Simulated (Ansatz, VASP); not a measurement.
**AlN in VASP and in Ansatz**

The input INCAR:

```
SYSTEM = AlN
PREC = Accurate
ENCUT = 520
EDIFF = 1E-6
ISMEAR = 0
SIGMA = 0.05
LREAL = .FALSE.
LASPH = .TRUE.
NELM = 80
ALGO = Normal
ISIF = 2
LWAVE = .FALSE.
LCHARG = .FALSE.
GGA = PE
NBANDS = 16
```

File KPOINTS:

```
Automatic mesh
0
G
  8 8 6
  0 0 0
```

File POSCAR:

```
AlN
1.0
    0.0000000000     -2.0522097487     -2.0522097487
    0.0000000000      2.0522097487     -2.0522097487
    4.1044194972      0.0000000000      0.0000000000
Al N
2 2
Direct
    0.5057976238      0.4942023762      0.0000000000
   -0.0057976238      0.0057976238      0.5000000000
    0.4978966712      0.5021033288      0.5000000000
    0.0021033288      0.9978966712      0.0000000000
```

Input for Ansatz:

```yaml
crystal:
  lattice:
    - [0.0, -2.0522097487, -2.0522097487]
    - [0.0, 2.0522097487, -2.0522097487]
    - [4.1044194972, 0.0, 0.0]
  atoms:
    - { symbol: Al, position: [0.5057976238, 0.4942023762, 0.0] }
    - { symbol: Al, position: [-0.0057976238, 0.0057976238, 0.5] }
    - { symbol: "N", position: [0.4978966712, 0.5021033288, 0.5] }
    - { symbol: "N", position: [0.0021033288, 0.9978966712, 0.0] }
basis:
  ecutwfc: 520.0
kpoints:
  mp_grid: { grid: [8, 8, 6] }
hamiltonian:
  xc: pbe
  pseudopotentials: { kind: paw }
scf:
  occupations: { method: gaussian, width: 0.05 }
output:
  forces: true
  stress: true
  eigenvalues: true
```

Change from the starting cell: mode 4 frozen in at -0.024 Å, equal normal strain along x, y and z +0.0083.

Alike in both runs: task single point; functional PBE; k mesh 8 × 8 × 6; occupations gaussian, width 0.05 eV; no spin polarisation.

```csv
,VASP,Ansatz
version,VASP 6.6.1,Ansatz 0.2.0
potentials or method,"VASP PAW PBE potentials, release 64 (Al, N)","scalar-relativistic, plane waves, PAW"
plane-wave cutoff (eV),520,520
valence electrons in the cell,16,16
```

VASP gave:

- gap on the k mesh at the Fermi level (eV): 4.18
- least direct gap on the mesh (eV): 4.18
- pressure (GPa): -6.2
- largest component of the traceless stress (GPa): 0.08
- rms of the force components (eV/Å): 0.093

Q: Which values does Ansatz return?

A: gap on the k mesh at the Fermi level (eV): 4.20; least direct gap on the mesh (eV): 4.20; pressure (GPa): -5.9; largest component of the traceless stress (GPa): 0.08; rms of the force components (eV/Å): 0.093.

Atom by atom the forces differ by 0.000 eV/Å (rms over components).

A k mesh can miss the band edges.
